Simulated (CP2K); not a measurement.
**NbP under changes of volume**

One of the cells (16.103 Å³/atom); the others are scaled copies at fixed shape and fractional positions:

```xyz
4
Lattice="6.2096 0.0000 0.0000 4.4025 4.3792 0.0000 -5.3061 -2.1896 2.3687" Properties=species:S:1:pos:R:3 pbc="T T T"
Nb    2.2000    2.1891    1.1843
Nb    5.3048    2.1891    0.0000
P     3.9830    0.3624    1.1843
P     0.8781    0.3624    0.0000
```

The cell is a database's computed one.

```yaml
Program: CP2K 2026.2
Functional: PBE
Potentials_or_basis: POTENTIAL_UZH Nb GTH-PBE-q13, P GTH-PBE-q5; TZVP-MOLOPT-PBE-GTH basis
Density_cutoff: 6123 eV
k_mesh: 11 × 11 × 11
Occupations: fermi-dirac, width 0.05 eV
Spin: no spin polarisation
```

```tsv
volume (Å³/atom)	energy over the lowest point (meV/atom)	pressure (GPa)	largest force (eV/Å)
15.137	39.36	13.5	0.046
15.459	17.16	8.6	0.038
15.781	4.35	4.2	0.030
16.103	0.00	0.2	0.023
16.425	3.25	-3.4	0.016
16.747	?	?	?
17.069	29.57	-9.5	0.004
```

Question: What does the run at 16.747 Å³/atom give?

Answer: Energy over the lowest point 13.34 meV/atom; pressure -6.6 GPa; largest force 0.010 eV/Å.

Worked out: A Birch-Murnaghan fit of order 3 (a polynomial in V^(-2/3)) to the other rows has its minimum at 16.12 Å³/atom with B0 = V·E''(V) = 188 GPa and B' = 4.3 at fixed shape and positions, which overstates the stiffness. It gives 13.33 meV/atom at 16.747 Å³/atom, against the run's 13.34, and -dE/dV = -6.6 GPa, against -6.6.

Energies are extrapolated to zero smearing.

Caveats: the basis of atomic orbitals isn't converged, which shifts pressures, moduli and gaps.
